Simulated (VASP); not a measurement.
# BaTe (P4/mmm) in VASP: further runs

Runs on BaTe. Level: PBE. Tasks: single point.

Everything below comes from runs of VASP 6.6.1. Logs are shortened: lines on timing, memory, paths and dates and some standing lists are left out, and cuts for length are marked.

## Step 1: The cell of the first run

It takes space group P4/mmm (No. 123, tetragonal). The conventional cell has a = 4.245 Å, b = 4.245 Å, c = 4.497 Å, α = 90.00°, β = 90.00°, γ = 90.00°. Ba (site symmetry 4/mmm) is surrounded by 8 Te at 3.75 Å and 4 Ba at 4.24 Å. Te (site symmetry 4/mmm) is surrounded by 8 Ba at 3.75 Å and 4 Te at 4.24 Å.

The cell was built by a generator and needn't be a form met in nature.

## Step 2: Single point, PBE (uniaxial_x strain +5.9%)

Contents of INCAR:

```
PREC = Accurate
ENCUT = 520
EDIFF = 1E-6
ISMEAR = -1
SIGMA = 0.02
LREAL = F
LASPH = T
NELM = 100
ALGO = Normal
ISIF = 2
LWAVE = F
LCHARG = F
GGA = PE
NBANDS = 15
```

Contents of KPOINTS:

```
regular mesh
0
Gamma
  6 6 6
```

Contents of POSCAR:

```
BaTe
1.0
    4.4965358736      0.0000000000      0.0000000000
    0.0000000000      4.2448181569      0.0000000000
    0.0000000000      0.0000000000      4.2448181569
Ba Te
1 1
Direct
    0.0000000000      0.0000000000      0.0000000000
    0.5000000000      0.5000000000      0.5000000000
```

Potentials or basis: VASP PAW PBE potentials, release 64 (Ba_sv, Te).

Command:

```console
> cat potpaw_PBE.64/Ba_sv/POTCAR potpaw_PBE.64/Te/POTCAR > POTCAR
> mpirun -np 1 vasp_std > vasp.out
```

OUTCAR:

```text
PREC = Accurate
   ENCUT = 520
   EDIFF = 1E-6
   ISMEAR = -1
   LREAL = F
   LASPH = T
   NELM = 100
   ISIF = 2
   GGA = PE

 ion  position               nearest neighbor table
   1  0.000  0.000  0.000-   2 3.75   2 3.75   2 3.75   2 3.75   2 3.75   2 3.75   2 3.75   2 3.75

   2  0.500  0.500  0.500-   1 3.75   1 3.75   1 3.75   1 3.75   1 3.75   1 3.75   1 3.75   1 3.75

  LATTYP: Found a simple tetragonal cell.
 ALAT       =     4.2448181569
 C/A-ratio  =     1.0593000000

  Lattice vectors:

 A1 = (   0.0000000000,   4.2448181569,   0.0000000000)
 A2 = (   0.0000000000,   0.0000000000,   4.2448181569)
 A3 = (   4.4965358736,   0.0000000000,   0.0000000000)

Analysis of symmetry for initial positions (statically):
=====================================================================
 Subroutine PRICEL returns:
 Original cell was already a primitive cell.

 Routine SETGRP: Setting up the symmetry group for a
 simple tetragonal supercell.

 Subroutine GETGRP returns: Found 16 space group operations
 (whereof 16 operations were pure point group operations)
 out of a pool of 16 trial point group operations.

The static configuration has the point symmetry D_4h.

Analysis of symmetry for dynamics (positions and initial velocities):
=====================================================================
 Subroutine PRICEL returns:
 Original cell was already a primitive cell.

 Routine SETGRP: Setting up the symmetry group for a
 simple tetragonal supercell.

 Subroutine GETGRP returns: Found 16 space group operations
 (whereof 16 operations were pure point group operations)
 out of a pool of 16 trial point group operations.

The dynamic configuration has the point symmetry D_4h.

 Subroutine INISYM returns: Found 16 space group operations
 (whereof 16 operations are pure point group operations),
 and found     1 'primitive' translations

----------------------------------------------------------------------------------------

                                     Primitive cell

  volume of cell :      81.0207

  direct lattice vectors                    reciprocal lattice vectors
     4.496535874  0.000000000  0.000000000     0.222393422  0.000000000  0.000000000
     0.000000000  4.244818157  0.000000000     0.000000000  0.235581352  0.000000000
     0.000000000  0.000000000  4.244818157     0.000000000  0.000000000  0.235581352

  length of vectors
     4.496535874  4.244818157  4.244818157     0.222393422  0.235581352  0.235581352

  position of ions in fractional coordinates (direct lattice)
     0.000000000  0.000000000  0.000000000
     0.500000000  0.500000000  0.500000000

  ion indices of the primitive-cell ions
   primitive index   ion index
                 1           1
                 2           2

----------------------------------------------------------------------------------------

 KPOINTS: regular mesh

Automatic generation of k-mesh.
 Grid dimensions read from file:
 generate k-points for:    6    6    6

 Generating k-lattice:

  Cartesian coordinates                     Fractional coordinates (reciprocal lattice)
     0.037065570  0.000000000  0.000000000     0.166666667  0.000000000  0.000000000
     0.000000000  0.039263559  0.000000000     0.000000000  0.166666667  0.000000000
     0.000000000  0.000000000  0.039263559     0.000000000  0.000000000  0.166666667

  Length of vectors
     0.037065570  0.039263559  0.039263559

  Shift w.r.t. Gamma in fractional coordinates (k-lattice)
     0.000000000  0.000000000  0.000000000

 Subroutine IBZKPT returns following result:
 ===========================================

 Found     40 irreducible k-points:

 Following reciprocal coordinates:
            Coordinates               Weight
  0.000000  0.000000  0.000000      1.000000
  0.166667  0.000000  0.000000      2.000000
  0.333333  0.000000  0.000000      2.000000
  0.500000  0.000000  0.000000      1.000000
  0.000000  0.166667  0.000000      4.000000
  0.166667  0.166667  0.000000      8.000000
[... 16 lines left out ...]
  0.333333  0.333333  0.166667     16.000000
  0.500000  0.333333  0.166667      8.000000
 [... further k-points ...]
   k-points           NKPTS =     40   k-points in BZ     NKDIM =     40   number of bands    NBANDS=     15
   number of dos      NEDOS =    301   number of ions     NIONS =      2
   total plane-waves  NPLWV =  36864
   dimension x,y,z NGX =    36 NGY =   32 NGZ =   32
   dimension x,y,z NGXF=    72 NGYF=   64 NGZF=   64
   ions per type =               1   1
   NGX,Y,Z   is equivalent  to a cutoff of  13.31, 12.53, 12.53 a.u.
   NGXF,Y,Z  is equivalent  to a cutoff of  26.62, 25.07, 25.07 a.u.
 SYSTEM =  unknown system
   PREC   = accura    normal or accurate (medium, high low for compatibility)
   ISTART =      0    job   : 0-new  1-cont  2-samecut
   ICHARG =      2    charge: 1-file 2-atom 10-const
   ISPIN  =      1    spin polarized calculation?
   LNONCOLLINEAR =      F non collinear calculations
   LSORBIT =      F    spin-orbit coupling
   LASPH  =      T    aspherical Exc in radial PAW
   ENCUT  =  520.0 eV  38.22 Ry    6.18 a.u.   8.36  7.89  7.89*2*pi/ulx,y,z
   NELM   =    100;   NELMIN=  2; NELMDL= -5     # of ELM steps
   EDIFF  = 0.1E-05   stopping-criterion for ELM
   LREAL  =      F    real-space projection
   EDIFFG = 0.1E-04   stopping-criterion for IOM
   NSW    =      0    number of steps for IOM
   IBRION =     -1    ionic relax: 0-MD 1-quasi-New 2-CG
   NFREE  =      0    steps in history (QN), initial steepest desc. (CG)
   ISIF   =      2    stress and relaxation
   ISYM   =      2    0-nonsym 1-usesym 2-fastsym
   POTIM  = 0.5000    time-step for ionic-motion
   TEBEG  =    0.0;   TEEND  =   0.0 temperature during run
   PSTRESS=    0.0 pullay stress
   NELECT =      16.0000    total number of electrons
   NUPDOWN=      -1.0000    fix difference up-down
   EMIN   =  10.00;   EMAX   =-10.00  energy-range for DOS
   EFERMI =   0.00;   METHOD = LEGACY
   ISMEAR =    -1;   SIGMA  =   0.02  broadening in eV -4-tet -1-fermi 0-gaus
   EFERMI_NEDOS =   21; number of points for ismear=-14 and -15
   IALGO  =     38    algorithm
   IMIX   =      4    mixing-type and parameters
     AMIX     =   0.40;   BMIX     =  1.00
     AMIX_MAG =   1.60;   BMIX_MAG =  1.00
  volume/ion in A,a.u.               =      40.51       273.38
  Fermi-wavevector in a.u.,A,eV,Ry     =   0.953344  1.801558 12.365843  0.908864
  Thomas-Fermi vector in A             =   2.081990
   LORBIT       =      0    0 simple, 1 ext, 2 COOP (PROOUT), +10 PAW based schemes
   GGA     = PE    functional components
   LHFCALC =     F    Hartree Fock is set to
   AEXX    =    0.0000 exact exchange contribution
   IVDW    =     0    specifies the selected vdW correction
   LEPSILON=     F    determine dielectric tensor
   LRPA    =     F    only Hartree local field effects (RPA)
 non-spin polarized calculation
  energy-cutoff  :      520.00
  volume of cell :       81.02
 maximum number of plane-waves:      2209
 NGX is ok and might be reduce to    36
   NGX = 17   NGY = 15   NGZ = 15

 number of electron      15.9999999 magnetization

 Free energy of the ion-electron system (eV)
  ---------------------------------------------------
  ext. energy  EPLUGINS =         0.00000000
  ---------------------------------------------------
  free energy    TOTEN  =        -8.23695439 eV

  energy without entropy =       -8.23695439  energy(sigma->0) =       -8.23695439

 E-fermi :   3.9624     XC(G=0):  -8.5988

 val. band max:        3.6356572292   @ k =   0.5000   0.5000   0.0000
 cond. band min:       4.2761488045   @ k =   0.0000   0.0000   0.0000
 fundamental gap:      0.6404915753
 Fermi energy:         3.9624197876

 k-point     1 :       0.0000    0.0000    0.0000
  band No.  band energies     occupation
      1     -24.7478      2.00000
      2      -9.7972      2.00000
      3      -9.7708      2.00000
      4      -9.7708      2.00000
      5      -6.7449      2.00000
      6       2.8096      2.00000
      7       3.2751      2.00000
      8       3.2751      2.00000
      9       4.2761      0.00000
     10       4.3673      0.00000
     11       5.6611      0.00000
     12       7.8009      0.00000
     13       7.8009      0.00000
     14       8.1294      0.00000
     15      11.5084      0.00000

 k-point     2 :       0.1667    0.0000    0.0000
  band No.  band energies     occupation
      1     -24.7445      2.00000
      2      -9.8979      2.00000
      3      -9.7636      2.00000
      4      -9.7636      2.00000
      5      -6.5986      2.00000
      6       1.8047      2.00000
      7       3.1539      2.00000
      8       3.1539      2.00000
      9       4.4878      0.00000
     10       5.1088      0.00000
     11       6.4956      0.00000
     12       8.0004      0.00000
     13       8.0004      0.00000
     14       8.1906      0.00000
     15      10.3210      0.00000

 k-point     3 :       0.3333    0.0000    0.0000
  band No.  band energies     occupation
      1     -24.7379      2.00000
      2     -10.0809      2.00000
      3      -9.7492      2.00000
      4      -9.7492      2.00000
      5      -6.3076      2.00000
      6       0.6755      2.00000
      7       2.9272      2.00000
      8       2.9272      2.00000
      9       4.7769      0.00000
     10       6.4976      0.00000
     11       7.8900      0.00000
     12       8.3230      0.00000
     13       8.5367      0.00000
     14       8.5367      0.00000
     15       9.0107      0.00000

 k-point     4 :       0.5000    0.0000    0.0000
  band No.  band energies     occupation
      1     -24.7346      2.00000
      2     -10.1652      2.00000
      3      -9.7419      2.00000
      4      -9.7419      2.00000
      5      -6.1592      2.00000
      6       0.2360      2.00000
      7       2.8206      2.00000
      8       2.8206      2.00000
      9       4.9591      0.00000
     10       7.7881      0.00000
     11       8.2354      0.00000
     12       8.3950      0.00000
     13       8.4730      0.00000
     14       8.9867      0.00000
     15       8.9867      0.00000
[... 307 lines left out ...]
 k-point    22 :       0.1667    0.3333    0.1667
  band No.  band energies     occupation
      1     -24.7187      2.00000
      2     -10.1055      2.00000
      3      -9.8409      2.00000
      4      -9.8103      2.00000
      5      -6.2120      2.00000
      6       1.1254      2.00000
      7       2.0367      2.00000
      8       2.5294      2.00000
      9       5.5353      0.00000
     10       6.4610      0.00000
     11       6.8386      0.00000
     12       7.8433      0.00000
     13       8.2892      0.00000
     14       8.6327      0.00000
     15      10.3923      0.00000

 k-point    23 :       0.3333    0.3333    0.1667
  band No.  band energies     occupation
      1     -24.7125      2.00000
      2     -10.0592      2.00000
      3      -9.9446      2.00000
      4      -9.8189      2.00000
      5      -6.1871      2.00000
      6       1.2752      2.00000
      7       1.5561      2.00000
      8       2.5094      2.00000
      9       5.5304      0.00000
     10       6.5988      0.00000
     11       6.7239      0.00000
     12       7.8269      0.00000
     13       8.1652      0.00000
     14       9.3674      0.00000
     15      11.1097      0.00000

 k-point    24 :       0.5000    0.3333    0.1667
  band No.  band energies     occupation
      1     -24.7095      2.00000
      2     -10.0308      2.00000
      3     -10.0110      2.00000
      4      -9.8110      2.00000
      5      -6.1766      2.00000
      6       1.1428      2.00000
      7       1.5150      2.00000
      8       2.6071      2.00000
      9       5.3094      0.00000
     10       6.5742      0.00000
     11       6.6184      0.00000
     12       8.1561      0.00000
     13       8.5993      0.00000
     14       9.5460      0.00000
     15      10.6298      0.00000

 [... further k-points ...]

------------------------ aborting loop because EDIFF is reached ----------------------------------------

  FORCE on cell =-STRESS in cart. coord.  units (eV):
  Direction    XX          YY          ZZ          XY          YZ          ZX
  --------------------------------------------------------------------------------------
  -------------------------------------------------------------------------------------
  Total       -1.9388788      0.0298453      0.0298453      0.0000000      0.0000000      0.0000000
  in kB      -38.3411381      0.5901886      0.5901886      0.0000000      0.0000000      0.0000000
  external PRESSURE =     -12.3869203 kB  Pullay stress =       0.0000000 kB

 VOLUME and BASIS-vectors are now :
 -----------------------------------------------------------------------------
  energy-cutoff  :      520.00
  volume of cell :       81.02
      direct lattice vectors                 reciprocal lattice vectors
     4.496535874  0.000000000  0.000000000     0.222393422  0.000000000  0.000000000
     0.000000000  4.244818157  0.000000000     0.000000000  0.235581352  0.000000000
     0.000000000  0.000000000  4.244818157     0.000000000  0.000000000  0.235581352

 POSITION                                       TOTAL-FORCE (eV/Angst)
 -----------------------------------------------------------------------------------
      0.00000      0.00000      0.00000         0.000000      0.000000      0.000000
      2.24827      2.12241      2.12241         0.000000      0.000000      0.000000
 -----------------------------------------------------------------------------------
    total drift:                               -0.000000      0.000000      0.000000

  FREE ENERGIE OF THE ION-ELECTRON SYSTEM (eV)
  ---------------------------------------------------
  free  energy   TOTEN  =        -8.2369543940 eV

  energy  without entropy=       -8.2369543930  energy(sigma->0) =       -8.23695439
```

It took 26 s on 1 thread of Intel Xeon Platinum 8488C (Sapphire Rapids), shared host; peak memory 0.2 GiB.

What came out:

```yaml
Free_energy: -8.2370 eV
Pressure: -1.2 GPa
Band_gap_on_the_k_mesh: 0.64 eV, indirect (least direct gap 0.77 eV)
```

Caveat: spin-orbit coupling is left out, which moves the levels of the heavy elements. A k mesh can miss the band edges.

## Step 3: Single point, PBE (hydrostatic strain +1.8%)

Contents of INCAR:

```
  ALGO = Normal
  EDIFF = 1E-6
  ENCUT = 520
  GGA = PE
  ISIF = 2
  ISMEAR = -1
  LASPH = T
  LCHARG = T
  LELF = T
  LREAL = F
  LVHAR = T
  LWAVE = F
  NBANDS = 15
  NELM = 100
  PREC = Accurate
  SIGMA = 0.02
```

Contents of KPOINTS:

```
k-points
0
Gamma
  6 6 6
```

Contents of POSCAR:

```
BaTe
1.0
    4.3229228110      0.0000000000      0.0000000000
    0.0000000000      4.3229228110      0.0000000000
    0.0000000000      0.0000000000      4.3229228110
Ba Te
1 1
Direct
    0.0000000000      0.0000000000      0.0000000000
    0.5000000000      0.5000000000      0.5000000000
```

Potentials or basis: VASP PAW PBE potentials, release 64 (Ba_sv, Te).

Command:

```console
> cat potpaw_PBE.64/Ba_sv/POTCAR potpaw_PBE.64/Te/POTCAR > POTCAR
> mpirun -np 1 vasp_std > vasp.out
```

Run time: 15 s. Hardware: 1 thread of Intel Xeon Platinum 8488C (Sapphire Rapids), shared host; peak memory 0.19 GiB.

The run converged. Its results:

```
Free energy            : -8.2766 eV
Pressure               : -1.2 GPa
Band gap on the k mesh : 0.88 eV, indirect (least direct gap 1.02 eV)
```

Levels at points of the mesh, in eV from the valence-band top:
```
           k point  band 6  band 7  band 8  band 9  band 10  band 11
(0.00, 0.00, 0.00)   -0.37   -0.37   -0.37    0.88     0.88     2.14
(0.50, 0.00, 0.00)   -3.23   -0.81   -0.81    1.63     4.73     4.74
(0.50, 0.50, 0.00)   -1.97   -1.97    0.00    1.02     2.46     2.90
(0.50, 0.50, 0.50)   -2.72   -2.72   -2.72    4.60     4.60     4.60
```

Caveat: spin-orbit coupling is left out, which moves the levels of the heavy elements.
